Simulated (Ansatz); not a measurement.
# Cu2O (Cuprite): the cost of one run

The runs shown are made with Ansatz 0.2.0. Linear response, PAW datasets, plane waves. Calculated at 0 K for a non-magnetic cell.

The COD entry's cell or inner coordinates are ideal or old and differ from later refinements, so a difference from it is no clean test against experiment.

### Step 1. The cell

The cell was relaxed beforehand with PBEsol.

The symmetry is Pn-3m (No. 224, cubic); a = 4.223 Å in the conventional setting, 12.55 Å³ an atom. Near Cu stand 2 O at 1.83 Å; near O stand 4 Cu at 1.83 Å.

Structure file:

```
CELL_PARAMETERS angstrom
4.22269 0.00000 0.00000
0.00000 4.22269 0.00000
0.00000 0.00000 4.22269
ATOMIC_POSITIONS crystal
Cu 0.25000 0.25000 0.25000
Cu 0.25000 0.75000 0.75000
Cu 0.75000 0.75000 0.25000
Cu 0.75000 0.25000 0.75000
O 0.00000 0.00000 0.00000
O 0.50000 0.50000 0.50000
```

### Step 2. Zone-centre modes, PBEsol

Input file input.yaml:

```yaml
crystal:
  lattice:
    - [4.2226854964, 0.0, 0.0]
    - [0.0, 4.2226854964, 0.0]
    - [0.0, 0.0, 4.2226854964]
  atoms:
    - { symbol: Cu, position: [0.25, 0.25, 0.25] }
    - { symbol: Cu, position: [0.25, 0.75, 0.75] }
    - { symbol: Cu, position: [0.75, 0.75, 0.25] }
    - { symbol: Cu, position: [0.75, 0.25, 0.75] }
    - { symbol: O, position: [0.0, 0.0, 0.0] }
    - { symbol: O, position: [0.5, 0.5, 0.5] }
kpoints:
  mp_grid: { grid: [6, 6, 6] }
hamiltonian:
  xc: pbesol
scf:
  occupations: { method: fixed }
phonons:
  method: dfpt
  dielectric: true
  qpoints: [[0, 0, 0]]
  rigid_motions: translations
```

On the command line:

```console
$ ansatz run input.yaml --threads 4 --pin off --max-ram 9216MiB --backend cpu --events-out ev --progress --plain --runs-dir out
```

**Question.** How long does this run take on 4 threads of Arm Neoverse V1, shared host, and how much memory does it need?

About 71 s, with a peak of 1.4 GiB.
